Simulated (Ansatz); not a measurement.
# Si: what a guessed cell relaxes into, part 2 of 2

Where does this trial cell of Si go when cell and atoms are let free?

Ansatz 0.2.0; DFT PBE, scalar-relativistic, plane waves, PAW. Earlier steps stand in the parts before.

## 4. Relaxation on the finer mesh

The end of the coarse run is made exact in the group found at a tolerance of 0.06 Å and reduced to its primitive cell.

File input.yaml:

```yaml
crystal:
  lattice:
    - [7.2164786362, 0.0, 0.0]
    - [-3.6082393181, 6.2496538248, 0.0]
    - [0.0, 0.0, 3.7821803547]
  atoms:
    - { symbol: Si, position: [0.2851108176, 0.0380050162, 0.7548157257] }
    - { symbol: Si, position: [0.9619949838, 0.2471058014, 0.4214823924] }
    - { symbol: Si, position: [0.7528941986, 0.7148891824, 0.088149059] }
    - { symbol: Si, position: [0.9619949838, 0.7148891824, 0.5785176076] }
    - { symbol: Si, position: [0.7528941986, 0.0380050162, 0.911850941] }
    - { symbol: Si, position: [0.2851108176, 0.2471058014, 0.2451842743] }
    - { symbol: Si, position: [0.239317383, 0.760682617, 0.1666666667] }
    - { symbol: Si, position: [0.239317383, 0.478634766, 0.8333333333] }
    - { symbol: Si, position: [0.521365234, 0.760682617, 0.5] }
basis:
  ecutwfc: 420
kpoints:
  mp_grid: { grid: [6, 6, 10] }
hamiltonian:
  xc: pbe
scf:
  occupations: { method: gaussian, width: 0.1 }
output:
  forces: true
  stress: true
  eigenvalues: true
  write_density: true
  write_potential: true
  elf: true
  volumetric_format: npy
relax:
  adjacent_minimum: "off"
  f_tol: 0.01
  max_steps: 80
  cell: { stress_tol: 0.05 }
```

Run with:

```bash
ansatz run input.yaml --threads 1 --pin off --max-ram 2560MiB --backend cpu --events-out ev --progress --plain --runs-dir out
```

What it wrote:

```text
Warning: RAYON_NUM_THREADS=1 ignored (pool sized by the plan → 1); use --threads N
[... 8 set-up lines as earlier in the session ...]
Crystal: 9 atoms, lattice volume = 170.578 Å³
Basis set: ecut = 420 eV, 3361 PW (Γ), exchange–correlation on 100×100×54 points (8 copies of the dense FFT grid, shifted against one another)
Bands: 27, of which v1, the nominal top of the filled ones, is band 18 counted from 1 (17 counted from 0)
[... 1 set-up line as earlier in the session ...]
Space group: P3212 (ITA 153), of the structure as read, at distance tolerance 5.5e-5 Å
k-points: 54 of 360 (time reversal used)
[... 6 set-up lines as earlier in the session ...]
SCF iter   1: F=—  HF=-5717.369027 eV  |F-HF|=—  |Δ(HF+E_count)|=         —  Δρ=2.89e-3  dr2=1.97e-2  ethr=1.77e-3  ⟨swp⟩=8.2  Hψ=8840  notcnv=0  defer=3
preconditioner: auto → Kerker (q_TF=auto, 2.105 Å⁻¹)  [metal: Δε(μ)=0.006 eV  Ē_g=7.387 eV  σ=0.100 eV  W_gap=0.03  n_scr=32 (ndim 8)  ℏωp=17.1 eV  f_vac=0.000  D(μ)=2.70/eV (n_scr^D=8)]
SCF iter   2: F=—  HF=-5717.368653 eV  |F-HF|=—  |Δ(HF+E_count)|=   3.74e-4  Δρ=1.74e-3  dr2=7.18e-3  ethr=5.49e-5  ⟨swp⟩=2.2  Hψ=2478  notcnv=0  defer=3
SCF iter   3: F=—  HF=-5717.368246 eV  |F-HF|=—  |Δ(HF+E_count)|=   4.07e-4  Δρ=2.18e-4  dr2=1.22e-4  ethr=2.00e-5  ⟨swp⟩=2.6  Hψ=2147  notcnv=0  defer=3
SCF iter   4: F=—  HF=-5717.368283 eV  |F-HF|=—  |Δ(HF+E_count)|=   3.70e-5  Δρ=1.01e-4  dr2=4.10e-5  ethr=3.38e-7  ⟨swp⟩=2.6  Hψ=2283  notcnv=0  defer=3
SCF iter   5: F=—  HF=-5717.368286 eV  |F-HF|=—  |Δ(HF+E_count)|=   2.65e-6  Δρ=2.96e-5  dr2=7.53e-6  ethr=1.14e-7  ⟨swp⟩=2.8  Hψ=2184  notcnv=0  defer=3
SCF iter   6: F=—  HF=-5717.368288 eV  |F-HF|=—  |Δ(HF+E_count)|=   1.78e-6  Δρ=9.19e-6  dr2=4.91e-7  ethr=2.09e-8  ⟨swp⟩=2.2  Hψ=2004  notcnv=0  defer=3
SCF iter   7: F=-5717.368288 eV  HF=-5717.368288 eV  |F-HF|=4.05e-9  |Δ(HF+E_count)|=   2.45e-7  Δρ=2.59e-6  dr2=2.16e-8  ethr=2.78e-10  ⟨swp⟩=14.9  Hψ=11768  notcnv=0
SCF 1 converged in 7 iterations: F = -5717.368288 eV  dr2 = 2.16e-8
relax step   1: F+E_penalty+E_count = -5717.36828784 eV  Δ(F+E_penalty+E_count) = +0.000e0 eV  max|allowed force component| = 2.563e-1 eV/Å  Δτ_max = 0.0000 Å  P = +0.139 GPa  Ω = 170.578 Å³  (7 SCF iters, dr2 threshold 1.00e-7 eV, accepted)
Crystal: 9 atoms, lattice volume = 169.901 Å³
Basis set: ecut = 420 eV, 3331 PW (Γ), exchange–correlation on 100×100×54 points (8 copies of the dense FFT grid, shifted against one another)
[... 2 set-up lines as earlier in the session ...]
iter 1 solved again at ethr=2.14e-5 eV; its pass at ethr=3.10e-3 eV (dr2=7.69e-3 eV) is discarded
SCF iter   1: F=—  HF=-5717.384920 eV  |F-HF|=—  |Δ(HF+E_count)|=         —  Δρ=1.19e-3  dr2=8.72e-3  ethr=2.14e-5  ⟨swp⟩=2.8  Hψ=8201  notcnv=0
preconditioner: auto → Kerker (q_TF=auto, 2.107 Å⁻¹)  [metal: Δε(μ)=0.031 eV  Ē_g=7.385 eV  σ=0.100 eV  W_gap=0.17  n_scr=32 (ndim 8)  ℏωp=17.1 eV  f_vac=0.000  D(μ)=2.75/eV (n_scr^D=8)]
SCF iter   2: F=—  HF=-5717.383701 eV  |F-HF|=—  |Δ(HF+E_count)|=   1.22e-3  Δρ=6.12e-4  dr2=2.14e-3  ethr=2.14e-5  ⟨swp⟩=1.0  Hψ=1459  notcnv=0
SCF iter   3: F=—  HF=-5717.383357 eV  |F-HF|=—  |Δ(HF+E_count)|=   3.44e-4  Δρ=8.90e-5  dr2=1.47e-5  ethr=5.93e-6  ⟨swp⟩=2.3  Hψ=1927  notcnv=0
SCF iter   4: F=—  HF=-5717.383362 eV  |F-HF|=—  |Δ(HF+E_count)|=   4.77e-6  Δρ=1.82e-5  dr2=7.92e-7  ethr=2.50e-9  ⟨swp⟩=14.5  Hψ=13468  notcnv=0
SCF iter   5: F=-5717.383362 eV  HF=-5717.383362 eV  |F-HF|=6.66e-9  |Δ(HF+E_count)|=   7.38e-8  Δρ=3.22e-6  dr2=3.53e-8  ethr=2.20e-9  ⟨swp⟩=7.2  Hψ=9745  notcnv=0
SCF 2 converged in 5 iterations: F = -5717.383362 eV  dr2 = 3.53e-8
relax step   2: F+E_penalty+E_count = -5717.38336222 eV  Δ(F+E_penalty+E_count) = -1.507e-2 eV  max|allowed force component| = 9.814e-2 eV/Å  Δτ_max = 0.0122 Å  P = +0.062 GPa  Ω = 169.901 Å³  energy of the carried Pulay correction = +9.060e-5 eV  (5 SCF iters, dr2 threshold 9.00e-7 eV, accepted)
Crystal: 9 atoms, lattice volume = 169.280 Å³
Basis set: ecut = 420 eV, 3307 PW (Γ), exchange–correlation on 100×100×54 points (8 copies of the dense FFT grid, shifted against one another)
iter 1 solved again at ethr=3.24e-5 eV; its pass at ethr=3.10e-3 eV (dr2=1.17e-2 eV) is discarded
SCF iter   1: F=—  HF=-5717.391183 eV  |F-HF|=—  |Δ(HF+E_count)|=         —  Δρ=1.44e-3  dr2=1.31e-2  ethr=3.24e-5  ⟨swp⟩=2.7  Hψ=7955  notcnv=0
preconditioner: auto → Kerker (q_TF=auto, 2.108 Å⁻¹)  [metal: Δε(μ)=0.013 eV  Ē_g=7.385 eV  σ=0.100 eV  W_gap=0.07  n_scr=32 (ndim 8)  ℏωp=17.1 eV  f_vac=0.000  D(μ)=2.99/eV (n_scr^D=14)]
SCF iter   2: F=—  HF=-5717.389282 eV  |F-HF|=—  |Δ(HF+E_count)|=   1.90e-3  Δρ=7.22e-4  dr2=3.18e-3  ethr=3.24e-5  ⟨swp⟩=1.0  Hψ=1458  notcnv=0
SCF iter   3: F=—  HF=-5717.388680 eV  |F-HF|=—  |Δ(HF+E_count)|=   6.02e-4  Δρ=9.87e-5  dr2=3.48e-5  ethr=8.83e-6  ⟨swp⟩=2.4  Hψ=1964  notcnv=0
SCF iter   4: F=—  HF=-5717.388692 eV  |F-HF|=—  |Δ(HF+E_count)|=   1.25e-5  Δρ=2.74e-5  dr2=2.67e-6  ethr=9.67e-8  ⟨swp⟩=2.2  Hψ=2222  notcnv=0
SCF iter   5: F=-5717.388692 eV  HF=-5717.388692 eV  |F-HF|=2.18e-8  |Δ(HF+E_count)|=   9.50e-8  Δρ=6.35e-6  dr2=2.40e-7  ethr=1.67e-9  ⟨swp⟩=12.2  Hψ=11952  notcnv=0
SCF 3 converged in 5 iterations: F = -5717.388692 eV  dr2 = 2.40e-7
relax step   3: F+E_penalty+E_count = -5717.38869229 eV  Δ(F+E_penalty+E_count) = -5.330e-3 eV  max|allowed force component| = 6.406e-2 eV/Å  Δτ_max = 0.0191 Å  P = +0.056 GPa  Ω = 169.280 Å³  energy of the carried Pulay correction = +1.741e-4 eV  (5 SCF iters, dr2 threshold 6.02e-7 eV, accepted)
[... from here on, the SCF cycles and remarks between the steps are left out ...]
relax step   4: F+E_penalty+E_count = -5717.38973606 eV  Δ(F+E_penalty+E_count) = -1.044e-3 eV  max|allowed force component| = 2.943e-2 eV/Å  Δτ_max = 0.0109 Å  P = +0.065 GPa  Ω = 168.327 Å³  energy of the carried Pulay correction = +3.028e-4 eV  (5 SCF iters, dr2 threshold 2.57e-7 eV, accepted)
relax step   5: F+E_penalty+E_count = -5717.39086991 eV  Δ(F+E_penalty+E_count) = -1.134e-3 eV  max|allowed force component| = 1.403e-2 eV/Å  Δτ_max = 0.0202 Å  P = +0.085 GPa  Ω = 167.385 Å³  energy of the carried Pulay correction = +4.306e-4 eV  (6 SCF iters, dr2 threshold 5.41e-8 eV, accepted)
relax step   6: F+E_penalty+E_count = -5717.39121274 eV  Δ(F+E_penalty+E_count) = -3.428e-4 eV  max|allowed force component| = 4.588e-3 eV/Å  Δτ_max = 0.0037 Å  P = -0.007 GPa  Ω = 167.273 Å³  energy of the carried Pulay correction = +4.458e-4 eV  (5 SCF iters, dr2 threshold 9.56e-8 eV, accepted)
relax step   7: F+E_penalty+E_count = -5717.39147756 eV  Δ(F+E_penalty+E_count) = -2.648e-4 eV  max|allowed force component| = 3.753e-3 eV/Å  Δτ_max = 0.0090 Å  P = -0.021 GPa  Ω = 166.712 Å³  energy of the carried Pulay correction = +5.224e-4 eV  (8 SCF iters, accepted)
relax step   8: F+E_penalty+E_count = -5717.39188747 eV  Δ(F+E_penalty+E_count) = -4.099e-4 eV  max|allowed force component| = 8.293e-3 eV/Å  Δτ_max = 0.0174 Å  P = -0.024 GPa  Ω = 165.656 Å³  energy of the carried Pulay correction = +6.672e-4 eV  (8 SCF iters, accepted)
relax step   9: F+E_penalty+E_count = -5717.39276477 eV  Δ(F+E_penalty+E_count) = -8.773e-4 eV  max|allowed force component| = 1.939e-2 eV/Å  Δτ_max = 0.0178 Å  P = -0.030 GPa  Ω = 164.629 Å³  energy of the carried Pulay correction = +8.089e-4 eV  (6 SCF iters, dr2 threshold 2.76e-8 eV, accepted)
relax step  10: F+E_penalty+E_count = -5717.41593906 eV  Δ(F+E_penalty+E_count) = -2.317e-2 eV  max|allowed force component| = 1.500e-1 eV/Å  Δτ_max = 0.0666 Å  P = +0.057 GPa  Ω = 160.722 Å³  energy of the carried Pulay correction = +1.356e-3 eV  (7 SCF iters, dr2 threshold 6.88e-8 eV, accepted)
relax step  11: F+E_penalty+E_count = -5717.63742803 eV  Δ(F+E_penalty+E_count) = -2.215e-1 eV  max|allowed force component| = 2.951e-1 eV/Å  Δτ_max = 0.1969 Å  P = +2.829 GPa  Ω = 150.166 Å³  energy of the carried Pulay correction = +2.901e-3 eV  (6 SCF iters, dr2 threshold 9.00e-7 eV, accepted)
relax step  12: F+E_penalty+E_count = -5717.34048349 eV  Δ(F+E_penalty+E_count) = +2.969e-1 eV  max|allowed force component| = 1.301e0 eV/Å  Δτ_max = 0.1669 Å  P = +5.190 GPa  Ω = 149.615 Å³  energy of the carried Pulay correction = +2.984e-3 eV  (6 SCF iters, dr2 threshold 9.00e-7 eV, rejected (line search))
relax step  13: F+E_penalty+E_count = -5717.74967958 eV  Δ(F+E_penalty+E_count) = -1.123e-1 eV  max|allowed force component| = 1.608e-1 eV/Å  Δτ_max = 0.0580 Å  P = +1.551 GPa  Ω = 154.166 Å³  energy of the carried Pulay correction = +2.304e-3 eV  (9 SCF iters, accepted)
relax step  14: F+E_penalty+E_count = -5717.89367250 eV  Δ(F+E_penalty+E_count) = -1.440e-1 eV  max|allowed force component| = 1.252e-1 eV/Å  Δτ_max = 0.0544 Å  P = +0.501 GPa  Ω = 158.675 Å³  energy of the carried Pulay correction = +1.648e-3 eV  (6 SCF iters, dr2 threshold 9.00e-7 eV, accepted)
relax step  15: F+E_penalty+E_count = -5718.06378766 eV  Δ(F+E_penalty+E_count) = -1.701e-1 eV  max|allowed force component| = 1.304e-1 eV/Å  Δτ_max = 0.0634 Å  P = +0.653 GPa  Ω = 161.497 Å³  energy of the carried Pulay correction = +1.246e-3 eV  (6 SCF iters, dr2 threshold 9.00e-7 eV, accepted)
relax step  16: F+E_penalty+E_count = -5718.01329739 eV  Δ(F+E_penalty+E_count) = +5.049e-2 eV  max|allowed force component| = 5.706e-1 eV/Å  Δτ_max = 0.1053 Å  P = -0.510 GPa  Ω = 166.429 Å³  energy of the carried Pulay correction = +5.611e-4 eV  (6 SCF iters, dr2 threshold 9.00e-7 eV, rejected (line search))
relax step  17: F+E_penalty+E_count = -5718.14117460 eV  Δ(F+E_penalty+E_count) = -7.739e-2 eV  max|allowed force component| = 1.267e-1 eV/Å  Δτ_max = 0.0372 Å  P = -0.069 GPa  Ω = 163.915 Å³  energy of the carried Pulay correction = +9.079e-4 eV  (9 SCF iters, accepted)
relax step  18: F+E_penalty+E_count = -5718.15433726 eV  Δ(F+E_penalty+E_count) = -1.316e-2 eV  max|allowed force component| = 9.841e-2 eV/Å  Δτ_max = 0.0353 Å  P = +0.327 GPa  Ω = 164.343 Å³  energy of the carried Pulay correction = +8.486e-4 eV  (6 SCF iters, dr2 threshold 9.00e-7 eV, accepted)
relax step  19: F+E_penalty+E_count = -5718.16347788 eV  Δ(F+E_penalty+E_count) = -9.141e-3 eV  max|allowed force component| = 3.328e-2 eV/Å  Δτ_max = 0.0195 Å  P = -0.131 GPa  Ω = 164.318 Å³  energy of the carried Pulay correction = +8.520e-4 eV  (5 SCF iters, dr2 threshold 9.00e-7 eV, accepted)
relax step  20: F+E_penalty+E_count = -5718.16376901 eV  Δ(F+E_penalty+E_count) = -2.911e-4 eV  max|allowed force component| = 1.788e-2 eV/Å  Δτ_max = 0.0039 Å  P = +0.062 GPa  Ω = 164.118 Å³  energy of the carried Pulay correction = +8.797e-4 eV  (5 SCF iters, dr2 threshold 6.92e-8 eV, accepted)
relax step  21: F+E_penalty+E_count = -5718.16385290 eV  Δ(F+E_penalty+E_count) = -8.389e-5 eV  max|allowed force component| = 3.454e-3 eV/Å  Δτ_max = 0.0024 Å  P = -0.039 GPa  Ω = 164.309 Å³  energy of the carried Pulay correction = +8.533e-4 eV  (5 SCF iters, dr2 threshold 2.00e-8 eV, accepted)
Basis set: ecut = 420 eV, 3191 PW (Γ), exchange–correlation on 100×100×48 points (8 copies of the dense FFT grid, shifted against one another)
[... 1 set-up line as earlier in the session ...]
iter 1 solved again at ethr=2.71e-7 eV; its pass at ethr=3.10e-3 eV (dr2=9.74e-5 eV) is discarded
SCF iter   1: F=—  HF=-5718.163603 eV  |F-HF|=—  |Δ(HF+E_count)|=         —  Δρ=2.43e-5  dr2=9.85e-8  ethr=2.71e-7  ⟨swp⟩=3.2  Hψ=12532  notcnv=0
preconditioner: auto → Kerker (q_TF=auto, 2.118 Å⁻¹)  [metal: Δε(μ)=0.030 eV  Ē_g=7.475 eV  σ=0.100 eV  W_gap=0.17  n_scr=32 (ndim 8)  ℏωp=17.4 eV  f_vac=0.000  D(μ)=4.58/eV (n_scr^D=32)]
SCF iter   2: F=—  HF=-5718.163626 eV  |F-HF|=—  |Δ(HF+E_count)|=   2.32e-5  Δρ=1.28e-5  dr2=3.19e-8  ethr=2.74e-10  ⟨swp⟩=3.3  Hψ=3050  notcnv=0
SCF iter   3: F=—  HF=-5718.163626 eV  |F-HF|=—  |Δ(HF+E_count)|=   4.76e-7  Δρ=9.40e-7  dr2=3.53e-9  ethr=8.86e-11  ⟨swp⟩=2.0  Hψ=2440  notcnv=0
SCF iter   4: F=—  HF=-5718.163626 eV  |F-HF|=—  |Δ(HF+E_count)|=   1.14e-9  Δρ=6.13e-7  dr2=1.72e-9  ethr=9.80e-12  ⟨swp⟩=2.1  Hψ=1828  notcnv=0
SCF iter   5: F=-5718.163626 eV  HF=-5718.163626 eV  |F-HF|=1.55e-11  |Δ(HF+E_count)|=   1.23e-9  Δρ=2.41e-7  dr2=6.53e-11  ethr=1.00e-12  ⟨swp⟩=6.8  Hψ=9105  notcnv=0
SCF 22 converged in 5 iterations: F = -5718.163626 eV  dr2 = 6.53e-11
relax step  22: F+E_penalty+E_count = -5718.16362623 eV  Δ(F+E_penalty+E_count) = +2.267e-4 eV  max|allowed force component| = 3.483e-3 eV/Å  Δτ_max = 0.0000 Å  P = -0.044 GPa  Ω = 164.309 Å³  stress off target by 4.54e-2 GPa  SCF on the basis re-selected at this cell (its energy is not comparable with the rows above)  (5 SCF iters)
basis re-selected at this cell: Δ(F+E_penalty+E_count) = +2.267e-4 eV, ΔP = -0.005 GPa vs the last step (what re-selecting the basis moved, of the pressure what is left beyond the Pulay correction that the steps carried, after the strain that the cell walked since its last selection, with what the two solves' SCF thresholds leave and, on support functions, any second-order correction that the steps lacked; it is no measure of the basis error at this ecutwfc). The dense FFT grid was sized anew with the basis: this SCF ran on 50×50×24 points, the steps before it on 50×50×27, so part of this shift can come from that change (see relax.cell in the input reference). This SCF's stress stands 4.54e-2 GPa from its target on what of the cell is left free (relax.cell.stress_tol is 5.00e-2 GPa) and its largest allowed force component is 3.48e-3 eV/Å (relax.f_tol is 1.00e-2 eV/Å): within both
SCF converged after 5 iterations
Free energy (F): -5718.163626 eV
Harris-Foulkes:  -5718.163626 eV  (|F-HF|=1.55e-11)
Internal energy: -5718.140742 eV  (E = F + TS)
E sigma→0 (E₀):  -5718.152184 eV
Entropy (-TS):   -0.022884 eV (-2.543 meV/atom)
Fermi energy:    7.317454 eV
--- Per-component energies (eV) ---
  E_band       = 79.419424
  E_kinetic    = 360.458026
  E_local      = -215.700494  (includes V_loc(G=0)·N_el)
  E_nonlocal   = 231.393854
  E_hartree    = 72.014413
  E_xc         = -497.292018
  E_vxc        = -421.406172  (∫ρ·V_xc dr)
  E_paw        = -4611.859232  (= ΣΔE_a)
  E_vpaw       = -19.354734  (= ΣTr[D̂ρ^β])
  E_aug_tail   = 0.000061  (compensation charges beyond the density's cutoff)
  E_ewald      = -1057.155352
  E_smearing   = -0.022884  (= −TS)
  E_closure    = 0.000000  (closes the sum)
  Σ components = -5718.163626   (vs F -5718.163626, Δ=0.00e0)
--- Forces (eV/Å), atoms counted from 1 ---
  atom   1  Si    -0.00099571    -0.00056290    -0.00087391
  atom   2  Si     0.00098534    -0.00058086    -0.00087391
  atom   3  Si     0.00001037     0.00114376    -0.00087391
  atom   4  Si    -0.00001037     0.00114376     0.00087391
  atom   5  Si     0.00099571    -0.00056290     0.00087391
  atom   6  Si    -0.00098534    -0.00058086     0.00087391
  atom   7  Si     0.00301654    -0.00174160    -0.00000000
  atom   8  Si     0.00000000     0.00348320     0.00000000
  atom   9  Si    -0.00301654    -0.00174160     0.00000000
  max |Σ_I F_I| component: 2.08e-16 eV/Å
--- Stress (GPa, compression-positive) ---
       -0.045359       0.000000      -0.000000
        0.000000      -0.045359       0.000000
       -0.000000       0.000000      -0.041277
  P = ⅓ Tr σ = -0.0440 GPa (-0.440 kbar)
--- Band table (eV; the first three rows and the last of 54) ---
  k-point 0: bands = ["-5.5049", "-2.5865", "-2.5865", "-2.0281", "-2.0281", "-2.0053", "2.1792", "3.9963", "3.9963", "4.1306", "5.3418", "5.3418", "5.5436", "6.0804", "6.0804", "7.5717", "7.6035", "7.6035", "8.0752", "9.0635", "9.0635", "9.6524", "9.8126", "9.8126", "9.9258", "9.9258", "10.1549"]
  k-point 1: bands = ["-5.3943", "-2.4861", "-2.4854", "-1.9244", "-1.9168", "-1.9007", "2.2799", "3.0404", "4.1625", "4.3230", "4.8546", "5.3740", "5.4791", "6.1176", "6.2272", "6.5824", "6.7116", "6.8553", "7.1834", "8.4021", "9.3898", "9.9854", "10.2258", "10.3357", "10.3917", "11.0854", "11.1561"]
  k-point 2: bands = ["-5.0635", "-2.1977", "-2.1862", "-1.6094", "-1.5920", "-1.5909", "1.5555", "2.5711", "4.0339", "4.2215", "4.4126", "4.7720", "4.9161", "5.0974", "5.2130", "5.7488", "6.2756", "6.5428", "6.6444", "8.8769", "9.2033", "10.0418", "10.5720", "10.8662", "10.9753", "11.2858", "11.3230"]
  k-point 53: bands = ["-4.7375", "-4.2270", "-3.5641", "-1.3899", "-0.2952", "0.0805", "1.7975", "2.0068", "3.0215", "4.1437", "4.3343", "4.4102", "5.0167", "5.2937", "6.5906", "6.7738", "7.6439", "7.9789", "8.4463", "8.5944", "9.0467", "10.0127", "10.2405", "10.3705", "10.7192", "11.2535", "11.8928"]
--- Relaxed structure (21 steps of the walk, 19 accepted, 1 SCFs on fresh bases) ---
  F+E_penalty+E_count = -5718.16362623 eV   max|allowed force component| = 3.483e-3 eV/Å   (the final SCF, on the basis selected at the relaxed cell)
  cell:  # Å, volume = 164.3087 Å³
    - [7.29992839098807, 3.088261305861985e-18, 1.2575345063352815e-17]
    - [-3.649964195494035, 6.321923432402932, -6.2876725316763734e-18]
    - [6.59077999810942e-18, 1.5642176488963896e-32, 3.5603506557577487]
  atoms:
    - { symbol: Si, position: [0.3795290642207393, 0.0781025485161148, 0.7601642285932436] }
    - { symbol: Si, position: [0.9218974514838855, 0.30142651570462453, 0.42683089525991036] }
    - { symbol: Si, position: [0.6985734842953757, 0.6204709357792609, 0.09349756192657695] }
    - { symbol: Si, position: [0.9218974514838854, 0.6204709357792609, 0.5731691047400899] }
    - { symbol: Si, position: [0.6985734842953757, 0.0781025485161148, 0.906502438073423] }
    - { symbol: Si, position: [0.37952906422073934, 0.30142651570462453, 0.2398357714067563] }
    - { symbol: Si, position: [0.23266620141899771, 0.7673337985810025, 0.16666666666666666] }
    - { symbol: Si, position: [0.2326662014189977, 0.4653324028379954, 0.8333333333333333] }
    - { symbol: Si, position: [0.5346675971620048, 0.7673337985810025, 0.5] }
```

It took 13 min on 1 thread of Arm Neoverse V1, shared host; peak memory 0.49 GiB.

The steps of the relaxation:

```csv
step,energy from step 1 (eV/cell),largest force component (eV/Å),pressure (GPa),volume (Å³)
1,0.0000,0.2563,0.14,170.58
2,-0.0151,0.0981,0.06,169.90
3,-0.0204,0.0641,0.06,169.28
4,-0.0214,0.0294,0.06,168.33
5,-0.0226,0.0140,0.08,167.39
6,-0.0229,0.0046,-0.01,167.27
7,-0.0232,0.0038,-0.02,166.71
8,-0.0236,0.0083,-0.02,165.66
9,-0.0245,0.0194,-0.03,164.63
10,-0.0477,0.1500,0.06,160.72
11,-0.2691,0.2951,2.83,150.17
12,0.0278,1.3008,5.19,149.62
13,-0.3814,0.1608,1.55,154.17
14,-0.5254,0.1252,0.50,158.68
15,-0.6955,0.1304,0.65,161.50
16,-0.6450,0.5706,-0.51,166.43
17,-0.7729,0.1267,-0.07,163.92
18,-0.7860,0.0984,0.33,164.34
19,-0.7952,0.0333,-0.13,164.32
20,-0.7955,0.0179,0.06,164.12
21,-0.7956,0.0035,-0.04,164.31
22,-0.7953,0.0035,-0.04,164.31
```

Step 1 is the start. Step 22 repeats the geometry before it on a plane-wave basis chosen anew for that cell, so its energy need not be comparable with the rows above. Steps 12, 16 were tried and not accepted.

|  | before | after | change |
| --- | --- | --- | --- |
| a (Å) | 7.216 | 7.300 | +1.2 % |
| b (Å) | 7.216 | 7.300 | +1.2 % |
| c (Å) | 3.782 | 3.560 | -5.9 % |
| volume (Å³/atom) | 18.95 | 18.26 | -3.7 % |
| shortest distance (Å) | 2.391 | 2.361 | -1.3 % |
| space group (0.01 Å) | P3_212 | P3_212 | same |

The run keeps the 6 symmetry operations of the start, so it could not have lowered the symmetry.

Density in a lattice plane of the grid's cell (edges 7.30 and 3.56 Å, at 0.078 of the third edge), which holds Si.

Ten even steps from '0' (0.02 e/Å³) to '9' (0.50 e/Å³):
```
000012577568899621364200
000012563137999743674210
000012564237876767864210
000012477666543445653210
000002357764321223332100
000001234432111122332100
000001233221111223332100
000011233321112356643100
000012345433334667764200
000012467766567633564200
```
Columns run along the first of these edges and rows up along the second, over one cell in 24 and 10 even steps from the bottom left corner. Atoms in the plane (fractional): Si at (0.38, 0.76), Si at (0.70, 0.91).

ELF in the same plane.

Values, 6 rows by 12 columns:
```
0.03 0.03 0.29 0.67 0.35 0.29 0.86 0.84 0.28 0.37 0.67 0.26
0.04 0.03 0.26 0.67 0.45 0.35 0.78 0.65 0.51 0.72 0.67 0.29
0.06 0.04 0.25 0.66 0.82 0.71 0.46 0.18 0.22 0.39 0.41 0.25
0.05 0.06 0.23 0.38 0.39 0.24 0.10 0.10 0.25 0.39 0.37 0.22
0.04 0.07 0.26 0.42 0.38 0.21 0.18 0.49 0.72 0.82 0.64 0.22
0.02 0.05 0.31 0.68 0.71 0.51 0.66 0.77 0.35 0.47 0.66 0.23
```
Columns run along the first of these edges and rows up along the second, over one cell in 12 and 6 even steps from the bottom left corner. Atoms in the plane (fractional): Si at (0.38, 0.76), Si at (0.70, 0.91).

Both are smooth fields of the valence electrons: close to the nuclei they are not physical.

Maxima of ELF outside the ion cores: 0.91 on the Si–Si line, 1.2 Å from Si.

## 5. Summary of results

The summary covers parts 1 to 2. Changes of volume or cell count from the first structure of part 1.

| quantity | value |
| --- | --- |
| symmetry at the end (tolerance 0.05 Å) | space group P3_212 (No. 153) |
| conventional cell | a = 7.300 Å, b = 7.300 Å, c = 3.560 Å, α = 90.00°, β = 90.00°, γ = 120.00° |
| volume | 18.26 Å³/atom |
| energy over the standard state | +0.46 eV/atom |
| gap on the mesh | none (metal) |

The space group P3_212 (No. 153) is kept, and the volume per atom grows by 2.8 % from the first guess. It lies above the element's standard state, so it is metastable at best. No finished test with a distortion of lower symmetry is shown, so the end may be a saddle point.
